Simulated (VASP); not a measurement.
# K (Fm-3m) in VASP: notebook

Runs on K. Level: PBE. Tasks: single point.

Everything below comes from runs of VASP 6.6.1. Logs are shortened: lines on timing, memory, paths and dates and some standing lists are left out, and cuts for length are marked.

**1. The structure**

Symmetry: Fm-3m, No. 225, cubic system. Conventional cell: a = 5.048 Å, b = 5.048 Å, c = 5.048 Å, α = 90.00°, β = 90.00°, γ = 90.00°. K (site symmetry m-3m) is surrounded by 12 K at 3.57 Å.

This isn't the form of K at room conditions, which is bcc.

**2. Single point, PBE**

INCAR reads:

```
SYSTEM = K
ALGO     = Normal         ! electronic algorithm
EDIFF    = 1E-6           ! SCF threshold, eV
ENCUT    = 520            ! plane-wave cutoff, eV
GGA      = PE             ! functional
ISIF     = 2              ! what is computed and relaxed
ISMEAR   = -1             ! smearing method
LASPH    = .TRUE.         ! aspherical terms in the spheres
LCHARG   = .FALSE.        ! write CHGCAR
LREAL    = .FALSE.        ! projectors in reciprocal space
LWAVE    = .FALSE.        ! write WAVECAR
NBANDS   = 10             ! bands
NELM     = 60             ! most SCF steps
PREC     = Accurate       ! precision mode
SIGMA    = 0.1            ! smearing width, eV
```

KPOINTS reads:

```
k-points
0
G
  6 6 6
  0 0 0
```

POSCAR reads:

```
K
1.0
    0.0000000000      2.5240000000      2.5240000000
    2.5240000000      0.0000000000      2.5240000000
    2.5240000000      2.5240000000      0.0000000000
K
1
Direct
    0.0000000000      0.0000000000      0.0000000000
```

Potentials or basis: VASP PAW PBE potentials, release 64 (K_sv).

Command:

```
$ cat potpaw_PBE.64/K_sv/POTCAR > POTCAR
$ mpirun -np 1 vasp_std > vasp.out
```

OUTCAR:

```text
SYSTEM = K
   EDIFF = 1E-6
   ENCUT = 520
   GGA = PE
   ISIF = 2
   ISMEAR = -1
   LASPH = .TRUE.
   LREAL = .FALSE.
   NELM = 60
   PREC = Accurate

 ion  position               nearest neighbor table
   1  0.000  0.000  0.000-

  LATTYP: Found a face centered cubic cell.
 ALAT       =     5.0480000000

  Lattice vectors:

 A1 = (   0.0000000000,   2.5240000000,   2.5240000000)
 A2 = (   2.5240000000,   0.0000000000,   2.5240000000)
 A3 = (   2.5240000000,   2.5240000000,   0.0000000000)

Analysis of symmetry for initial positions (statically):
=====================================================================
 Subroutine PRICEL returns:
 Original cell was already a primitive cell.

 Routine SETGRP: Setting up the symmetry group for a
 face centered cubic supercell.

 Subroutine GETGRP returns: Found 48 space group operations
 (whereof 48 operations were pure point group operations)
 out of a pool of 48 trial point group operations.

The static configuration has the point symmetry O_h .

Analysis of symmetry for dynamics (positions and initial velocities):
=====================================================================
 Subroutine PRICEL returns:
 Original cell was already a primitive cell.

 Routine SETGRP: Setting up the symmetry group for a
 face centered cubic supercell.

 Subroutine GETGRP returns: Found 48 space group operations
 (whereof 48 operations were pure point group operations)
 out of a pool of 48 trial point group operations.

The dynamic configuration has the point symmetry O_h .

 Subroutine INISYM returns: Found 48 space group operations
 (whereof 48 operations are pure point group operations),
 and found     1 'primitive' translations

----------------------------------------------------------------------------------------

                                     Primitive cell

  volume of cell :      32.1587

  direct lattice vectors                    reciprocal lattice vectors
     0.000000000  2.524000000  2.524000000    -0.198098257  0.198098257  0.198098257
     2.524000000  0.000000000  2.524000000     0.198098257 -0.198098257  0.198098257
     2.524000000  2.524000000  0.000000000     0.198098257  0.198098257 -0.198098257

  length of vectors
     3.569475031  3.569475031  3.569475031     0.343116246  0.343116246  0.343116246

  position of ions in fractional coordinates (direct lattice)
     0.000000000  0.000000000  0.000000000

  ion indices of the primitive-cell ions
   primitive index   ion index
                 1           1

----------------------------------------------------------------------------------------

 KPOINTS: k-points

Automatic generation of k-mesh.
 Grid dimensions read from file:
 generate k-points for:    6    6    6

 Generating k-lattice:

  Cartesian coordinates                     Fractional coordinates (reciprocal lattice)
    -0.033016376  0.033016376  0.033016376     0.166666667  0.000000000  0.000000000
     0.033016376 -0.033016376  0.033016376     0.000000000  0.166666667  0.000000000
     0.033016376  0.033016376 -0.033016376     0.000000000  0.000000000  0.166666667

  Length of vectors
     0.057186041  0.057186041  0.057186041

  Shift w.r.t. Gamma in fractional coordinates (k-lattice)
     0.000000000  0.000000000  0.000000000

 Subroutine IBZKPT returns following result:
 ===========================================

 Found     16 irreducible k-points:

 Following reciprocal coordinates:
            Coordinates               Weight
  0.000000  0.000000  0.000000      1.000000
  0.166667  0.000000  0.000000      8.000000
  0.333333  0.000000  0.000000      8.000000
  0.500000  0.000000  0.000000      4.000000
  0.166667  0.166667  0.000000      6.000000
  0.333333  0.166667  0.000000     24.000000
[... 8 lines left out ...]
 -0.333333  0.333333  0.166667     24.000000
 -0.333333  0.500000  0.166667     12.000000
   k-points           NKPTS =     16   k-points in BZ     NKDIM =     16   number of bands    NBANDS=     10
   number of dos      NEDOS =    301   number of ions     NIONS =      1
   total plane-waves  NPLWV =  21952
   dimension x,y,z NGX =    28 NGY =   28 NGZ =   28
   dimension x,y,z NGXF=    56 NGYF=   56 NGZF=   56
   ions per type =               1
   NGX,Y,Z   is equivalent  to a cutoff of  13.04, 13.04, 13.04 a.u.
   NGXF,Y,Z  is equivalent  to a cutoff of  26.08, 26.08, 26.08 a.u.
 SYSTEM =  K
   PREC   = accura    normal or accurate (medium, high low for compatibility)
   ISTART =      0    job   : 0-new  1-cont  2-samecut
   ICHARG =      2    charge: 1-file 2-atom 10-const
   ISPIN  =      1    spin polarized calculation?
   LNONCOLLINEAR =      F non collinear calculations
   LSORBIT =      F    spin-orbit coupling
   LASPH  =      T    aspherical Exc in radial PAW
   ENCUT  =  520.0 eV  38.22 Ry    6.18 a.u.   6.64  6.64  6.64*2*pi/ulx,y,z
   NELM   =     60;   NELMIN=  2; NELMDL= -5     # of ELM steps
   EDIFF  = 0.1E-05   stopping-criterion for ELM
   LREAL  =      F    real-space projection
   EDIFFG = 0.1E-04   stopping-criterion for IOM
   NSW    =      0    number of steps for IOM
   IBRION =     -1    ionic relax: 0-MD 1-quasi-New 2-CG
   NFREE  =      0    steps in history (QN), initial steepest desc. (CG)
   ISIF   =      2    stress and relaxation
   ISYM   =      2    0-nonsym 1-usesym 2-fastsym
   POTIM  = 0.5000    time-step for ionic-motion
   TEBEG  =    0.0;   TEEND  =   0.0 temperature during run
   PSTRESS=    0.0 pullay stress
   NELECT =       9.0000    total number of electrons
   NUPDOWN=      -1.0000    fix difference up-down
   EMIN   =  10.00;   EMAX   =-10.00  energy-range for DOS
   EFERMI =   0.00;   METHOD = LEGACY
   ISMEAR =    -1;   SIGMA  =   0.10  broadening in eV -4-tet -1-fermi 0-gaus
   EFERMI_NEDOS =   21; number of points for ismear=-14 and -15
   IALGO  =     38    algorithm
   IMIX   =      4    mixing-type and parameters
     AMIX     =   0.40;   BMIX     =  1.00
     AMIX_MAG =   1.60;   BMIX_MAG =  1.00
  volume/ion in A,a.u.               =      32.16       217.02
  Fermi-wavevector in a.u.,A,eV,Ry     =   1.070836  2.023587 15.601663  1.146690
  Thomas-Fermi vector in A             =   2.206558
   LORBIT       =      0    0 simple, 1 ext, 2 COOP (PROOUT), +10 PAW based schemes
   GGA     = PE    functional components
   LHFCALC =     F    Hartree Fock is set to
   AEXX    =    0.0000 exact exchange contribution
   IVDW    =     0    specifies the selected vdW correction
   LEPSILON=     F    determine dielectric tensor
   LRPA    =     F    only Hartree local field effects (RPA)
 non-spin polarized calculation
  energy-cutoff  :      520.00
  volume of cell :       32.16
 maximum number of plane-waves:       893
 NGX is ok and might be reduce to    28
   NGX = 13   NGY = 13   NGZ = 13

 number of electron       9.0000001 magnetization

 Free energy of the ion-electron system (eV)
  ---------------------------------------------------
  ext. energy  EPLUGINS =         0.00000000
  ---------------------------------------------------
  free energy    TOTEN  =        -0.11545994 eV

  energy without entropy =       -0.06874420  energy(sigma->0) =       -0.09210207

 E-fermi :   2.8058     XC(G=0):  -8.1296

 val. band max:        2.7726709679   @ k =   0.5000   0.3333   0.1667
 cond. band min:       2.9496593562   @ k =   0.5000   0.3333   0.0000
 fundamental gap:      0.1769883883
 Fermi energy:         2.8057509548

 k-point     1 :       0.0000    0.0000    0.0000
  band No.  band energies     occupation
      1     -29.5461      2.00000
      2     -12.6290      2.00000
      3     -12.6290      2.00000
      4     -12.6290      2.00000
      5      -0.5872      2.00000
      6       7.3332      0.00000
      7       7.3332      0.00000
      8       7.3332      0.00000
      9       9.5016      0.00000
     10       9.5016      0.00000

 k-point     2 :       0.1667    0.0000    0.0000
  band No.  band energies     occupation
      1     -29.5140      2.00000
      2     -12.8654      2.00000
      3     -12.6547      2.00000
      4     -12.6547      2.00000
      5       0.0923      2.00000
      6       6.4225      0.00000
      7       7.5548      0.00000
      8       7.5548      0.00000
      9       9.1961      0.00000
     10       9.1961      0.00000

 k-point     3 :       0.3333    0.0000    0.0000
  band No.  band energies     occupation
      1     -29.4491      2.00000
      2     -13.3036      2.00000
      3     -12.7052      2.00000
      4     -12.7052      2.00000
      5       1.6685      1.99998
      6       5.1055      0.00000
      7       7.2790      0.00000
      8       7.2790      0.00000
      9       9.9727      0.00000
     10       9.9727      0.00000

 k-point     4 :       0.5000    0.0000    0.0000
  band No.  band energies     occupation
      1     -29.4161      2.00000
      2     -13.5086      2.00000
      3     -12.7301      2.00000
      4     -12.7301      2.00000
      5       2.7680      1.18652
      6       4.3760      0.00000
      7       6.9946      0.00000
      8       6.9946      0.00000
      9      10.9880      0.00000
     10      10.9880      0.00000

 k-point     5 :       0.1667    0.1667    0.0000
  band No.  band energies     occupation
      1     -29.5035      2.00000
      2     -12.8600      2.00000
      3     -12.7032      2.00000
      4     -12.7032      2.00000
      5       0.3046      2.00000
      6       6.1963      0.00000
      7       7.7885      0.00000
      8       7.7885      0.00000
      9       7.9798      0.00000
     10       9.8225      0.00000

 k-point     6 :       0.3333    0.1667    0.0000
  band No.  band energies     occupation
      1     -29.4496      2.00000
      2     -13.1776      2.00000
      3     -12.7708      2.00000
      4     -12.7650      2.00000
      5       1.5665      1.99999
      6       5.2800      0.00000
      7       6.6145      0.00000
      8       7.9415      0.00000
      9       8.9901      0.00000
     10      10.3990      0.00000
[... 79 lines left out ...]
 k-point    13 :       0.5000    0.5000    0.0000
  band No.  band energies     occupation
      1     -29.3745      2.00000
      2     -13.4330      2.00000
      3     -12.9203      2.00000
      4     -12.9203      2.00000
      5       2.6732      1.58025
      6       4.2546      0.00000
      7       6.1247      0.00000
      8      11.0019      0.00000
      9      11.4385      0.00000
     10      11.4398      0.00000

 k-point    14 :       0.5000    0.3333    0.1667
  band No.  band energies     occupation
      1     -29.4064      2.00000
      2     -13.2820      2.00000
      3     -12.9683      2.00000
      4     -12.8072      2.00000
      5       2.7727      1.16391
      6       4.9699      0.00000
      7       5.4584      0.00000
      8       8.3093      0.00000
      9       9.4923      0.00000
     10      11.5223      0.00000

 k-point    15 :      -0.3333    0.3333    0.1667
  band No.  band energies     occupation
      1     -29.3846      2.00000
      2     -13.2998      2.00000
      3     -13.0746      2.00000
      4     -12.8550      2.00000
      5       3.7989      0.00010
      6       4.3101      0.00000
      7       5.4161      0.00000
      8       7.9768      0.00000
      9      10.4047      0.00000
     10      11.7207      0.00000

 k-point    16 :      -0.3333    0.5000    0.1667
  band No.  band energies     occupation
      1     -29.3741      2.00000
      2     -13.3101      2.00000
      3     -13.0540      2.00000
      4     -12.9373      2.00000
      5       3.3188      0.01176
      6       4.6400      0.00000
      7       5.5466      0.00000
      8       8.3565      0.00000
      9      11.4439      0.00000
     10      12.0132      0.00000

------------------------ aborting loop because EDIFF is reached ----------------------------------------

  FORCE on cell =-STRESS in cart. coord.  units (eV):
  Direction    XX          YY          ZZ          XY          YZ          ZX
  --------------------------------------------------------------------------------------
  -------------------------------------------------------------------------------------
  Total        2.6560119      2.6560119      2.6560119     -0.0000000      0.0000000      0.0000000
  in kB      132.3252001    132.3252001    132.3252001     -0.0000000      0.0000000      0.0000000
  external PRESSURE =     132.3252001 kB  Pullay stress =       0.0000000 kB

 VOLUME and BASIS-vectors are now :
 -----------------------------------------------------------------------------
  energy-cutoff  :      520.00
  volume of cell :       32.16
      direct lattice vectors                 reciprocal lattice vectors
     0.000000000  2.524000000  2.524000000    -0.198098257  0.198098257  0.198098257
     2.524000000  0.000000000  2.524000000     0.198098257 -0.198098257  0.198098257
     2.524000000  2.524000000  0.000000000     0.198098257  0.198098257 -0.198098257

 POSITION                                       TOTAL-FORCE (eV/Angst)
 -----------------------------------------------------------------------------------
      0.00000      0.00000      0.00000        -0.000000     -0.000000     -0.000000
 -----------------------------------------------------------------------------------
    total drift:                               -0.000000      0.000000      0.000000

  FREE ENERGIE OF THE ION-ELECTRON SYSTEM (eV)
  ---------------------------------------------------
  free  energy   TOTEN  =        -0.1154599394 eV

  energy  without entropy=       -0.0687441958  energy(sigma->0) =       -0.09210207
```

Wall time 3.9 s (1 thread of AMD EPYC 9R45 (Zen 5), shared host); peak memory 0.12 GiB.

Results:

- Free energy: -0.1155 eV
- Pressure: 13.2 GPa
- Band gap on the k mesh: none (metal or under the smearing width)

(Part 1 of 2 ends here.)
